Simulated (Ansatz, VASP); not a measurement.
**One calculation of MoS2, two programs**

File INCAR:

```
PREC = Accurate
ENCUT = 520
EDIFF = 1E-6
ISMEAR = -1
SIGMA = 0.05
LREAL = F
LASPH = T
NELM = 80
ALGO = Normal
ISIF = 2
LWAVE = F
LCHARG = T
GGA = PE
LELF = T
LVHAR = T
NBANDS = 20
```

File KPOINTS:

```
regular mesh
0
Gamma
  8 8 8
```

The input POSCAR:

```
MoS2
1.0
    0.0000000000      2.9758437576      2.9758437576
    2.9758437576      0.0000000000      2.9758437576
    2.9758437576      2.9758437576      0.0000000000
Mo S
1 2
Direct
    0.0000000000      0.0000000000      0.0000000000
    0.2500000000      0.2500000000      0.2500000000
    0.7500000000      0.7500000000      0.7500000000
```

File input.yaml:

```yaml
crystal:
  lattice:
    - [0.0, 2.9758437576, 2.9758437576]
    - [2.9758437576, 0.0, 2.9758437576]
    - [2.9758437576, 2.9758437576, 0.0]
  atoms:
    - { symbol: Mo, position: [0.0, 0.0, 0.0] }
    - { symbol: S, position: [0.25, 0.25, 0.25] }
    - { symbol: S, position: [0.75, 0.75, 0.75] }
kpoints:
  mp_grid: { grid: [8, 8, 8] }
scf:
  occupations: { method: fermi_dirac, width: 0.05 }
hamiltonian:
  xc: pbe
  pseudopotentials: { kind: all_electron, lapw: { basis_error: 0.001 } }
output:
  forces: true
  stress: true
  eigenvalues: true
```

Change from the starting cell: volume scaled by 0.98.

Alike in both runs: task single point; functional PBE; k mesh 8 × 8 × 8; occupations fermi-dirac, width 0.05 eV; no spin polarisation.

```csv
,VASP,Ansatz
version,VASP 6.6.1,Ansatz 0.2.0
potentials or method,"VASP PAW PBE potentials, release 64 (Mo_sv, S)","all-electron LAPW, scalar-relativistic"
plane-wave cutoff (eV),520,see its input
```

```csv
,VASP,Ansatz,Ansatz less VASP
gap on the k mesh at the Fermi level (eV),none,none,-
pressure (GPa),-4.9,-4.9,+0.03
```

A gap of «none» marks a metal or a gap that the smearing closes. Ansatz ran all-electron here, so the differences hold the error of VASP's frozen core and of both bases.
